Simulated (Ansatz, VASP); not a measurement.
# Two plane-wave programs on V

File INCAR:

```
PREC = Accurate ; ENCUT = 520
EDIFF = 1E-6 ; ISMEAR = -1
SIGMA = 0.1 ; LREAL = F
LASPH = T ; NELM = 80
ALGO = Normal ; ISIF = 2
LWAVE = F ; LCHARG = F
GGA = CA ; NBANDS = 12
```

File KPOINTS:

```
regular mesh
0
Gamma
  12 12 12
```

The input POSCAR:

```
V
1.0
   -1.4636513664      1.4636513664      1.4636513664
    1.4636513664     -1.4636513664      1.4636513664
    1.4636513664      1.4636513664     -1.4636513664
V
1
Direct
    0.0000000000      0.0000000000      0.0000000000
```

Input for Ansatz:

```yaml
crystal:
  lattice:
    - [-1.4636513664, 1.4636513664, 1.4636513664]
    - [1.4636513664, -1.4636513664, 1.4636513664]
    - [1.4636513664, 1.4636513664, -1.4636513664]
  atoms:
    - { symbol: V, position: [0.0, 0.0, 0.0] }
hamiltonian:
  xc: lda
  pseudopotentials:
    kind: paw
    azcp:
      V: "pseudopotentials/V.paw.azcp"
basis:
  ecutwfc: 420
  fft_grid_basis: typed
kpoints:
  mp_grid: { grid: [12, 12, 12], shift: [0, 0, 0] }
magnetization:
  spin_polarized: false
scf:
  occupations: { method: fermi_dirac, width: 0.1 }
  lower_state_search: "off"
output:
  stress: true
```

Alike in both runs: task single point; functional LDA; k mesh 12 × 12 × 12; occupations fermi-dirac, width 0.1 eV; no spin polarisation.

|  | VASP | Ansatz |
| --- | --- | --- |
| version | VASP 6.6.1 | Ansatz 0.2.0 |
| potentials or method | VASP PAW LDA potentials, release 64 (V_sv) | plane waves (420 eV) with PAW, scalar-relativistic |
| plane-wave cutoff (eV) | 520 | 420 |
| valence electrons in the cell | 13 | 13 |

```csv
,VASP,Ansatz,Ansatz less VASP
pressure (GPa),0.2,-0.3,-0.49
```

Ansatz warned: «pseudo_functional_mismatch».
